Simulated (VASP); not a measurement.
# CoSi (Pm-3m) in VASP: notebook

One crystal, CoSi, is run at these levels: PBEsol; tasks: single point.

Program: VASP 6.6.1. These are calculated values, not measurements. Logs are shortened: lines on timing, memory, paths and dates and some standing lists are left out, and cuts for length are marked.

### 1 The crystal as given

Symmetry: Pm-3m, No. 221, cubic system. The conventional cell has a = 2.781 Å, b = 2.781 Å, c = 2.781 Å, α = 90.00°, β = 90.00°, γ = 90.00°. Around Co (site symmetry m-3m) lie 8 Si at 2.41 Å. Si (site symmetry m-3m) has 8 Co at 2.41 Å as nearest neighbours.

Measurements of this composition are mostly on another form, of space group No. 198.

### 2 Single point, PBEsol, collinear spin, ferromagnetic start

INCAR reads:

```
ADDGRID = False
ALGO = Normal
EDIFF = 1E-7
ENCUT = 450
GGA = PS
ISIF = 2
ISMEAR = 1
ISPIN = 2
LASPH = True
LCHARG = False
LMAXMIX = 4
LORBIT = 11
LREAL = False
LWAVE = False
MAGMOM = 2 0
NELM = 100
PREC = Accurate
SIGMA = 0.02
```

KPOINTS reads:

```
k-points
0
Gamma
  15 15 15
```

POSCAR reads:

```
CoSi
1.0
    2.7813340000      0.0000000000      0.0000000000
    0.0000000000      2.7813340000      0.0000000000
    0.0000000000      0.0000000000      2.7813340000
Co Si
1 1
Direct
    0.0000000000      0.0000000000      0.0000000000
    0.5000000000      0.5000000000      0.5000000000
```

Potentials or basis: VASP PAW PBE potentials, release 64 (Co, Si).

On the command line:

```
> cat potpaw_PBE.64/Co/POTCAR potpaw_PBE.64/Si/POTCAR > POTCAR
> mpirun -np 1 vasp_std > vasp.out
```

OUTCAR:

```text
EDIFF = 1E-7
   ENCUT = 450
   GGA = PS
   ISIF = 2
   ISMEAR = 1
   ISPIN = 2
   LASPH = True
   LORBIT = 11
   LREAL = False
   NELM = 100
   PREC = Accurate

 Found    120 irreducible k-points:

 Following reciprocal coordinates:
            Coordinates               Weight
  0.000000  0.000000  0.000000      1.000000
  0.066667  0.000000  0.000000      6.000000
  0.133333  0.000000  0.000000      6.000000
  0.200000  0.000000  0.000000      6.000000
  0.266667  0.000000  0.000000      6.000000
  0.333333  0.000000  0.000000      6.000000
   k-points           NKPTS =    120   k-points in BZ     NKDIM =    120   number of bands    NBANDS=     11
   number of dos      NEDOS =    301   number of ions     NIONS =      2
   total plane-waves  NPLWV =   8000
   dimension x,y,z NGX =    20 NGY =   20 NGZ =   20
   dimension x,y,z NGXF=    40 NGYF=   40 NGZF=   40
   ions per type =               1   1
   NGX,Y,Z   is equivalent  to a cutoff of  11.95, 11.95, 11.95 a.u.
   NGXF,Y,Z  is equivalent  to a cutoff of  23.91, 23.91, 23.91 a.u.
 SYSTEM =  unknown system
   PREC   = accura    normal or accurate (medium, high low for compatibility)
   ISTART =      0    job   : 0-new  1-cont  2-samecut
   ICHARG =      2    charge: 1-file 2-atom 10-const
   ISPIN  =      2    spin polarized calculation?
   LNONCOLLINEAR =      F non collinear calculations
   LSORBIT =      F    spin-orbit coupling
   LASPH  =      T    aspherical Exc in radial PAW
   ENCUT  =  450.0 eV  33.07 Ry    5.75 a.u.   4.81  4.81  4.81*2*pi/ulx,y,z
   NELM   =    100;   NELMIN=  2; NELMDL= -5     # of ELM steps
   EDIFF  = 0.1E-06   stopping-criterion for ELM
   LREAL  =      F    real-space projection
   EDIFFG = 0.1E-05   stopping-criterion for IOM
   NSW    =      0    number of steps for IOM
   IBRION =     -1    ionic relax: 0-MD 1-quasi-New 2-CG
   NFREE  =      0    steps in history (QN), initial steepest desc. (CG)
   ISIF   =      2    stress and relaxation
   ISYM   =      2    0-nonsym 1-usesym 2-fastsym
   POTIM  = 0.5000    time-step for ionic-motion
   TEBEG  =    0.0;   TEEND  =   0.0 temperature during run
   PSTRESS=    0.0 pullay stress
   NELECT =      13.0000    total number of electrons
   NUPDOWN=      -1.0000    fix difference up-down
   EMIN   =  10.00;   EMAX   =-10.00  energy-range for DOS
   EFERMI =   0.00;   METHOD = LEGACY
   ISMEAR =     1;   SIGMA  =   0.02  broadening in eV -4-tet -1-fermi 0-gaus
   EFERMI_NEDOS =   21; number of points for ismear=-14 and -15
   IALGO  =     38    algorithm
   IMIX   =      4    mixing-type and parameters
     AMIX     =   0.40;   BMIX     =  1.00
     AMIX_MAG =   1.60;   BMIX_MAG =  1.00
  volume/ion in A,a.u.               =      10.76        72.60
  Fermi-wavevector in a.u.,A,eV,Ry     =   1.384000  2.615381 26.061367  1.915456
  Thomas-Fermi vector in A             =   2.508545
   LORBIT       =     11    0 simple, 1 ext, 2 COOP (PROOUT), +10 PAW based schemes
   GGA     = PS    functional components
   LHFCALC =     F    Hartree Fock is set to
   AEXX    =    0.0000 exact exchange contribution
   IVDW    =     0    specifies the selected vdW correction
   LEPSILON=     F    determine dielectric tensor
   LRPA    =     F    only Hartree local field effects (RPA)
 spin polarized calculation
 Methfessel and Paxton  Order N= 1 SIGMA  =   0.02
  energy-cutoff  :      450.00
  volume of cell :       21.52
 maximum number of plane-waves:       479
 NGX is ok and might be reduce to    20
   NGX =  9   NGY =  9   NGZ =  9

 number of electron      13.0000007 magnetization       0.5402405

 Free energy of the ion-electron system (eV)
  ---------------------------------------------------
  ext. energy  EPLUGINS =         0.00000000
  ---------------------------------------------------
  free energy    TOTEN  =       -14.53366611 eV

  energy without entropy =      -14.53369981  energy(sigma->0) =      -14.53367735

 E-fermi :  12.7501     XC(G=0): -13.0476

 val. band max:       12.7495267987   @ k =   0.4667   0.2000   0.0667
 cond. band min:      12.7537152402   @ k =   0.3333   0.0667   0.0000
 fundamental gap:      0.0041884415
 Fermi energy:        12.7500965873

 spin component 1

 k-point     1 :       0.0000    0.0000    0.0000
  band No.  band energies     occupation
      1      -1.5261      1.00000
      2       8.5993      1.00000
      3       8.5993      1.00000
      4      11.1548      1.00000
      5      11.1548      1.00000
      6      11.1548      1.00000
      7      15.7098      0.00000
      8      15.7098      0.00000
      9      15.7098      0.00000
     10      20.1875      0.00000
     11      20.1875      0.00000

 k-point     2 :       0.0667    0.0000    0.0000
  band No.  band energies     occupation
      1      -1.4404      1.00000
      2       8.5593      1.00000
      3       8.6279      1.00000
      4      11.0787      1.00000
      5      11.0787      1.00000
      6      11.1612      1.00000
      7      15.1148      0.00000
      8      15.8592      0.00000
      9      15.8592      0.00000
     10      20.1607      0.00000
     11      20.7408      0.00000

 k-point     3 :       0.1333    0.0000    0.0000
  band No.  band energies     occupation
      1      -1.1847      1.00000
      2       8.3962      1.00000
      3       8.7100      1.00000
      4      10.8813      1.00000
      5      10.8813      1.00000
      6      11.1792      1.00000
      7      13.9670      0.00000
      8      16.2777      0.00000
      9      16.2777      0.00000
     10      20.0820      0.00000
     11      21.7127      0.00000

 k-point     4 :       0.2000    0.0000    0.0000
  band No.  band energies     occupation
      1      -0.7630      1.00000
      2       7.9897      1.00000
      3       8.8346      1.00000
      4      10.6264      1.00000
      5      10.6264      1.00000
      6      11.2058      1.00000
      7      12.9420     -0.00000
      8      16.9050      0.00000
      9      16.9050      0.00000
     10      19.9575      0.00000
     11      22.5011      0.00000

 k-point     5 :       0.2667    0.0000    0.0000
  band No.  band energies     occupation
      1      -0.1832      1.00000
      2       7.2337      1.00000
      3       8.9838      1.00000
      4      10.3707      1.00000
      5      10.3707      1.00000
      6      11.2366      1.00000
      7      12.3137      1.00000
      8      17.6886      0.00000
      9      17.6886      0.00000
     10      19.8008      0.00000
     11      23.1210      0.00000

 k-point     6 :       0.3333    0.0000    0.0000
  band No.  band energies     occupation
      1       0.5407      1.00000
      2       6.1938      1.00000
      3       9.1332      1.00000
      4      10.1529      1.00000
      5      10.1529      1.00000
      6      11.2663      1.00000
      7      12.0574      1.00000
      8      18.5928      0.00000
      9      18.5928      0.00000
     10      19.6362      0.00000
     11      23.6967      0.00000

 [... further k-points ...]

 spin component 2

 k-point     1 :       0.0000    0.0000    0.0000
  band No.  band energies     occupation
      1      -1.5037      1.00000
      2       9.1444      1.00000
      3       9.1444      1.00000
      4      11.5355      1.00000
      5      11.5355      1.00000
      6      11.5355      1.00000
      7      15.7340      0.00000
      8      15.7340      0.00000
      9      15.7340      0.00000
     10      20.4398      0.00000
     11      20.4398      0.00000

 k-point     2 :       0.0667    0.0000    0.0000
  band No.  band energies     occupation
      1      -1.4180      1.00000
      2       9.0844      1.00000
      3       9.1763      1.00000
      4      11.4522      1.00000
      5      11.4522      1.00000
      6      11.5422      1.00000
      7      15.2014      0.00000
      8      15.8901      0.00000
      9      15.8901      0.00000
     10      20.4043      0.00000
     11      20.9542      0.00000

 k-point     3 :       0.1333    0.0000    0.0000
  band No.  band energies     occupation
      1      -1.1623      1.00000
      2       8.8531      1.00000
      3       9.2682      1.00000
      4      11.2386      1.00000
      5      11.2386      1.00000
      6      11.5611      1.00000
      7      14.1803      0.00000
      8      16.3232      0.00000
      9      16.3232      0.00000
     10      20.2998      0.00000
     11      21.8773      0.00000

 k-point     4 :       0.2000    0.0000    0.0000
  band No.  band energies     occupation
      1      -0.7407      1.00000
      2       8.3253      1.00000
      3       9.4087      1.00000
      4      10.9672      1.00000
      5      10.9672      1.00000
      6      11.5892      1.00000
      7      13.3234      0.00000
      8      16.9647      0.00000
      9      16.9647      0.00000
     10      20.1348      0.00000
     11      22.6336      0.00000

 k-point     5 :       0.2667    0.0000    0.0000
  band No.  band energies     occupation
      1      -0.1608      1.00000
      2       7.4397      1.00000
      3       9.5780      1.00000
      4      10.6984      1.00000
      5      10.6984      1.00000
      6      11.6216      1.00000
      7      12.8642     -0.00000
      8      17.7588      0.00000
      9      17.7588      0.00000
     10      19.9276      0.00000
     11      23.2295      0.00000

 k-point     6 :       0.3333    0.0000    0.0000
  band No.  band energies     occupation
      1       0.5632      1.00000
      2       6.3152      1.00000
      3       9.7489      1.00000
      4      10.4714      1.00000
      5      10.4715      1.00000
      6      11.6528      1.00000
      7      12.7263      1.03528
      8      18.6702      0.00000
      9      18.6702      0.00000
     10      19.7102      0.00000
     11      23.7826      0.00000

 [... further k-points ...]

------------------------ aborting loop because EDIFF is reached ----------------------------------------

  FORCE on cell =-STRESS in cart. coord.  units (eV):
  Direction    XX          YY          ZZ          XY          YZ          ZX
  --------------------------------------------------------------------------------------
  -------------------------------------------------------------------------------------
  Total       -0.8840909     -0.8840909     -0.8840909     -0.0000000      0.0000000      0.0000000
  in kB      -65.8336706    -65.8336706    -65.8336706     -0.0000000      0.0000000      0.0000000
  external PRESSURE =     -65.8336706 kB  Pullay stress =       0.0000000 kB

 VOLUME and BASIS-vectors are now :
 -----------------------------------------------------------------------------
  energy-cutoff  :      450.00
  volume of cell :       21.52
      direct lattice vectors                 reciprocal lattice vectors
     2.781334000  0.000000000  0.000000000     0.359539703  0.000000000  0.000000000
     0.000000000  2.781334000  0.000000000     0.000000000  0.359539703  0.000000000
     0.000000000  0.000000000  2.781334000     0.000000000  0.000000000  0.359539703

 POSITION                                       TOTAL-FORCE (eV/Angst)
 -----------------------------------------------------------------------------------
      0.00000      0.00000      0.00000         0.000000      0.000000      0.000000
      1.39067      1.39067      1.39067         0.000000      0.000000      0.000000
 -----------------------------------------------------------------------------------
    total drift:                                0.000000      0.000000     -0.000000

  FREE ENERGIE OF THE ION-ELECTRON SYSTEM (eV)
  ---------------------------------------------------
  free  energy   TOTEN  =       -14.5336661145 eV

  energy  without entropy=      -14.5336998124  energy(sigma->0) =      -14.53367735

 total charge

# of ion       s       p       d       tot
------------------------------------------
    1        0.440   0.593   7.583   8.616
    2        0.709   0.861   0.000   1.571
--------------------------------------------------
tot          1.150   1.455   7.583  10.187

 magnetization (x)

# of ion       s       p       d       tot
------------------------------------------
    1        0.008   0.002   0.527   0.537
    2        0.002   0.011   0.000   0.013
--------------------------------------------------
tot          0.011   0.013   0.527   0.550
```

Wall time 18 s (1 thread of Intel Xeon 6975P-C (Granite Rapids), shared host); peak memory 0.16 GiB.

These settings aren't checked as converged: the numbers below hold their error.

Results:

```yaml
Free_energy: -14.5337 eV
Pressure: -6.6 GPa
Band_gap_on_the_k_mesh: none (metal or under the smearing width)
Net_moment: 0.54 μB per cell
Site_moments: Co +0.54; Si +0.01 μB
Valence_electrons_inside_the_program's_atomic_spheres: Co 8.62; Si 1.57
```

Caveat: the PAW data sets were made with another functional, which shifts forces and pressure a little.

### 3 Single point, PBEsol, collinear spin, ferromagnetic start

Changes to INCAR since step 2:

```diff
@@ -6,3 +6,3 @@
 ISIF = 2
-ISMEAR = 1
+ISMEAR = -5
 ISPIN = 2
@@ -17,2 +17,2 @@
 PREC = Accurate
-SIGMA = 0.02
+SIGMA = 0.15
```

KPOINTS is that of step 2.

POSCAR is that of step 2.

Potentials or basis: VASP PAW PBE potentials, release 64 (Co, Si).

On the command line:

```
> cat potpaw_PBE.64/Co/POTCAR potpaw_PBE.64/Si/POTCAR > POTCAR
> mpirun -np 1 vasp_std > vasp.out
```

It took 18 s on 1 thread of Intel Xeon 6975P-C (Granite Rapids), shared host; peak memory 0.16 GiB.

The run converged, but some of its settings lie outside the range that counts as converged, so its numbers aren't taken as properties of the crystal.

Results:

```yaml
Free_energy: -14.5333 eV
Pressure: -6.2 GPa
Band_gap_on_the_k_mesh: none (metal or under the smearing width)
Net_moment: 0.57 μB per cell
Site_moments: Co +0.56; Si +0.01 μB
Valence_electrons_inside_the_program's_atomic_spheres: Co 8.62; Si 1.57
```

Caveat: the PAW data sets were made with another functional, which shifts forces and pressure a little; tetrahedron occupations give inexact forces and stress in metals.

### 4 Single point, PBEsol, collinear spin, ferromagnetic start

Changes to INCAR since step 3:

```diff
@@ -6,3 +6,3 @@
 ISIF = 2
-ISMEAR = -5
+ISMEAR = 0
 ISPIN = 2
```

KPOINTS is that of step 3.

POSCAR is that of step 3.

On the command line:

```
> cat potpaw_PBE.64/Co/POTCAR potpaw_PBE.64/Si/POTCAR > POTCAR
> mpirun -np 1 vasp_std > vasp.out
```

Wall time 18 s (1 thread of Intel Xeon 6975P-C (Granite Rapids), shared host); peak memory 0.16 GiB.

The run converged, but some of its settings lie outside the range that counts as converged, so its numbers aren't taken as properties of the crystal.

What came out:

* Free energy: -14.5461 eV
* Pressure: -6.6 GPa
* Band gap on the k mesh: none (metal or under the smearing width)
* Net moment: 0.50 μB per cell
* Site moments: Co +0.50; Si +0.01 μB
* Valence electrons inside the program's atomic spheres: Co 8.62; Si 1.57

Caveat: the PAW data sets were made with another functional, which shifts forces and pressure a little.

### 5 Single point, PBEsol, collinear spin, ferromagnetic start

Changes to INCAR since step 4:

```diff
@@ -6,3 +6,3 @@
 ISIF = 2
-ISMEAR = 0
+ISMEAR = -1
 ISPIN = 2
```

KPOINTS is that of step 4.

POSCAR is that of step 4.

On the command line:

```
> cat potpaw_PBE.64/Co/POTCAR potpaw_PBE.64/Si/POTCAR > POTCAR
> mpirun -np 1 vasp_std > vasp.out
```

Run time: 22 s. Hardware: 1 thread of Intel Xeon 6975P-C (Granite Rapids), shared host; peak memory 0.16 GiB.

These settings aren't checked as converged: the numbers below hold their error.

Results:

| Property | Result |
| --- | --- |
| Free energy | -14.5968 eV |
| Pressure | -6.7 GPa |
| Band gap on the k mesh | none (metal or under the smearing width) |
| Net moment | 0.33 μB per cell |
| Site moments | Co +0.33; Si +0.01 μB |
| Valence electrons inside the program's atomic spheres | Co 8.62; Si 1.57 |

Caveat: the PAW data sets were made with another functional, which shifts forces and pressure a little.
